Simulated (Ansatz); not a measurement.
CuCl2:

```
Cu Cl
1.0
    -2.25486    2.25486    6.85990
     2.25486   -2.25486    6.85990
     2.25486    2.25486   -6.85990
Cu Cl
1 2
Direct
  0.00000 0.00000 0.00000
  0.00000 0.50000 0.50000
  0.50000 0.00000 0.50000
```

Measurements of this composition are mostly on another form, of space group No. 12.

| Item | Value |
| --- | --- |
| Program | Ansatz 0.2.0 |
| Task | relaxation of cell and atoms |
| Functional | r2SCAN |
| Potentials or basis | Ansatz PAW |
| Cutoff | 500 eV (not typed: the program's choice for these potentials) |
| k mesh | 8 × 8 × 8 |
| Occupations | fermi-dirac, width 0.05 eV |
| Spin | no spin polarisation |
| Hubbard terms | Cu d U = 1 eV |

At the start: volume 46.50 Å³/atom.

**Question.** Where does the relaxation end?

**Answer.** It ends after 17 steps and the volume is 25.68 Å³/atom (-44.8 %); space group I4/mmm (No. 139, to 0.05 Å).

The path:
| step | energy change (eV) | largest force (eV/Å) | volume (Å³) |
| --- | --- | --- | --- |
| 1 | 0.0000 | 0.0000 | 139.51 |
| 2 | -0.0007 | 0.0000 | 139.03 |
| 3 | -0.0010 | 0.0000 | 138.47 |
| 4 | -0.0010 | 0.0000 | 138.43 |
| 5 | -0.0018 | 0.0000 | 132.14 |
| 6 | -0.0022 | 0.0000 | 130.57 |
| 7 | -0.0029 | 0.0000 | 126.87 |
| 8 | -0.0047 | 0.0000 | 120.28 |
| 9 | -0.0084 | 0.0000 | 113.45 |
| 10 | -0.0148 | 0.0000 | 106.29 |
| 11 | -0.0247 | 0.0000 | 99.38 |
| 12 | -0.0399 | 0.0000 | 92.41 |
| 13 | -0.0600 | 0.0000 | 85.55 |
| 14 | -0.0777 | 0.0000 | 78.73 |
| 15 | -0.0790 | 0.0000 | 77.56 |
| 16 | -0.0792 | 0.0000 | 77.05 |
| 17 | -0.0771 | 0.0000 | 77.05 |

Final structure:
```
Cu Cl
1.0
    -2.24868    2.24868    3.80927
     2.24868   -2.24868    3.80927
     2.24868    2.24868   -3.80927
Cu Cl
1 2
Direct
  0.00000 0.00000 0.00000
  0.00000 0.50000 0.50000
  0.50000 0.00000 0.50000
```

Caveat: the volume moved by over 15 % at a fixed basis, so the end points are rough; the plane-wave basis is chosen anew once the cell has moved, so the energies of steps on either side of that aren't comparable; an odd number of electrons without spin polarisation forces a metal; a magnetic or distorted state may lie lower; the run has no spin polarisation, though such a crystal can be magnetic; U without spin polarisation on a metal has little footing; the PAW data sets come from PBE, with cores solved anew for the run's functional, which leaves a small shift of forces and pressure.
